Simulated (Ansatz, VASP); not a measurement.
**CoO: VASP beside Ansatz**

Contents of INCAR:

```
  ALGO = Normal
  EDIFF = 1E-7
  ENCUT = 520
  GGA = PE
  ISIF = 2
  ISMEAR = -1
  ISPIN = 2
  LASPH = True
  LCHARG = False
  LMAXMIX = 4
  LORBIT = 11
  LREAL = False
  LWAVE = False
  MAGMOM = 2 0
  NBANDS = 18
  NELM = 150
  PREC = Accurate
  SIGMA = 0.05
```

KPOINTS

```
k-points
0
Gamma
  11 11 11
```

POSCAR

```
CoO
1.0
    1.5349960513      0.8862303835      2.4877807593
   -1.5349960513      0.8862303835      2.4877807593
    0.0000000000     -1.7724607669      2.4877807593
Co O
1 1
Direct
    0.0000000000      0.0000000000      0.0000000000
    0.5000000000      0.5000000000      0.5000000000
```

The input input.yaml:

```yaml
crystal:
  lattice:
    - [1.5349960513, 0.8862303835, 2.4877807593]
    - [-1.5349960513, 0.8862303835, 2.4877807593]
    - [0.0, -1.7724607669, 2.4877807593]
  atoms:
    - { symbol: Co, position: [0.0, 0.0, 0.0], spin: 2.0 }
    - { symbol: O, position: [0.5, 0.5, 0.5] }
hamiltonian:
  xc: pbe
  pseudopotentials: { kind: paw }
magnetization:
  spin_polarized: true
kpoints:
  mp_grid: { grid: [11, 11, 11] }
scf:
  occupations: { method: fermi_dirac, width: 0.05 }
output:
  forces: true
  stress: true
  eigenvalues: true
  write_density: true
  write_potential: true
  elf: true
  volumetric_format: npy
```

Change from the starting cell: volume scaled by 1.06.

Alike in both runs: task single point; functional PBE; k mesh 11 × 11 × 11; occupations fermi-dirac, width 0.05 eV; collinear spin, ferromagnetic start.

```csv
,VASP,Ansatz
version,VASP 6.6.1,Ansatz 0.2.0
potentials or method,"VASP PAW PBE potentials, release 64 (Co, O)",Ansatz PAW
plane-wave cutoff (eV),520,420
valence electrons in the cell,15,23
```

|  | VASP | Ansatz | Ansatz less VASP |
| --- | --- | --- | --- |
| gap on the k mesh at the Fermi level (eV) | none | none | - |
| pressure (GPa) | -9.4 | -9.1 | +0.26 |
| largest component of the traceless stress (GPa) | 0.15 | 0.17 | +0.020 |
| net moment per atom (μB) | 1.49 | 1.49 | +0.005 |
| size of the moment on the site where the two differ most (μB) | 2.61 | 2.54 | -0.064 |

Site moments also hang on the region over which each program counts them. A gap of «none» marks a metal or a gap that the smearing closes. The functional is the same, so the differences come from potentials, cutoffs and numerics. The two sets of potentials don't hold the same shells in valence.

Caveats: a cell with one magnetic atom can't hold antiferromagnetic order, which such compounds often take; semilocal functionals often make such compounds metallic where correlation or magnetic order opens a gap, which also shifts bond lengths; the pressure holds a Pulay correction of +0.7 GPa for the finite cutoff (Ansatz).
